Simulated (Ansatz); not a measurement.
K (Fm-3m), an elastic constant from a strain scan

The calculation used DFT PBE+D3(BJ), scalar-relativistic, plane waves, PAW in Ansatz 0.2.0. The runs took a 420 eV cutoff, a Γ-centred 12×12×12 mesh and Gaussian smearing (0.15 eV). No spin polarisation. Energies are free energies at this smearing, counted from the undisturbed cell; pressure is positive in compression.

The starting cell (as given, not relaxed at this level; it stands at -0.4 GPa; this fcc form isn't the usual structure):

```xyz
1
Lattice="0.0000 3.3919 3.3919 3.3919 0.0000 3.3919 3.3919 3.3919 0.0000" Properties=species:S:1:pos:R:3 pbc="T T T"
K     0.0000    0.0000    0.0000
```

The cell is strained by ε times the Voigt pattern (0, 1, 0, 0, 0, 0) (xx, yy, zz, yz, xz, xy; engineering shear) with fractional coordinates fixed. The cell holds 1 atom in V0 = 78.05 Å³. The stress column is τ = (1/V0) dE/dε, got from the stress tensor σ (compression positive) at each point as −det(1 + εP) σ : P(1 + εP)⁻¹, with P the pattern as a tensor.

```
      ε  ΔE (meV/atom)  τ (GPa)
-0.0400         -6.560    0.272
-0.0300         -5.156    0.305
-0.0200         -3.592    0.337
-0.0100         -1.872    0.369
 0.0000          0.000    0.400
 0.0100          2.023    0.430
 0.0200          4.193    0.461
 0.0300          6.509    0.490
 0.0350          7.721    0.505
 0.0400              ?        ?
```

Problem. Which combination of elastic constants does this scan measure, and how large is it?

Solution. For small ε, τ = τ0 + Kε with K = pᵀCp, which for this pattern is C11 in the cubic axes. The parabola through τ at ε = -0.0100, 0 and 0.0100 has slope K = 3.1 GPa at zero. The energies per cell, E = NΔE, of the same two points give K = 2[E(ε₊)/ε₊ − E(ε₋)/ε₋]/[(ε₊ − ε₋)V0] = 3.1 GPa, in agreement. The start is under stress, which shifts K from the elastic constant by about the size of that stress.

Problem. Predict the withheld row at ε = 0.0400 from the harmonic law, and compare.

Solution. ΔE = V0(τ0 ε + Kε²/2)/N = 8.994 meV/atom and τ = 0.52 GPa. The calculation gives 8.968 meV/atom and 0.52 GPa, a miss of 0.3 % of the harmonic energy, so the harmonic law still holds here.

In a metal these slopes depend on the k mesh and the smearing.